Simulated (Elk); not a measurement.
An Elk run on Fe with settings drawn from a wide range, so not all are converged; totals and levels move with the basis, and no second program has checked them. Method: DFT, Wu-Cohen GGA, all-electron APW+lo, Dirac cores, scalar-relativistic bands (Elk 11.2.3 with local patches). Elk's input is in atomic units.

Command: `OMP_NUM_THREADS=1 elk` The run took 0.02 s on 1 thread of Intel(R) Xeon(R) Platinum 8375C CPU @ 2.90GHz (Ice Lake), on a shared host, peak memory 0.03 GiB.

```
tasks
  0
  110
  115
  15
  10

xctype
  26

rgkmax
  8

gmaxvr
  14

lmaxapw
  10

lmaxo
  6

lmaxi
  4

nrmtscf
  1.5

nempty
  6

epspot
  1e-06

epsengy
  1e-05

maxscl
  60

swidth
  0.008

stype
  1

lradstp
  2

mixtype
  3

hmaxvr
  6

nxlo
  2

reducebf
  0.5

spinpol
  .true.

tforce
  .true.

sppath
  './'

avec
  0.00000000000 3.19707925461 3.19707925461
  3.19707925461 0.00000000000 3.19707925461
  3.19707925461 3.19707925461 0.00000000000

atoms
  1
  'Fe.in'
  1
  0.000000000000 0.000000000000 0.000000000000   0.000 0.000 -0.500

ngridk
  11 11 11

wplot
  120 100 1
  -0.55 0.3
```

Muffin-tin radii in the species files: Fe 1.78 bohr.

The geometry is COD entry 1534888, unchecked; take it as a test cell. The listed cell was then made from it by scaling, straining or moving an atom.

What does the run give?

It refused before any iteration.
```
Error(init0): requested spin-polarised run with spin-unpolarised
 exchange-correlation functional
```
